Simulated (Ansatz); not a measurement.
Magnetic states of manganese, bcc

The calculation used Ansatz, DFT, RPBE, plane waves (420 eV) with PAW, scalar-relativistic. (PAW data from PBE, frozen cores regenerated.)

Each start was relaxed and then solved on a dense mesh, with Fermi-Dirac smearing of 0.05 eV (0.1 eV in a metal without spin) extrapolated to zero. Rows within 2 meV/atom of each other tie.

(1) Where does each start end, and how do the energies compare? Starts: non-magnetic; antiferromagnetic (CsCl-type); ferromagnetic.

## Answers

(1) 
```csv
start,ends,ΔE (meV/atom),V (Å³/atom)
antiferromagnetic (CsCl-type),"antiferromagnetic, largest moment 3.14 μB in the atomic sphere",0.0,13.88
ferromagnetic,"ferromagnetic, net 0.92 μB per atom",15.7,11.17
non-magnetic,spin not included,40.1,11.03
```
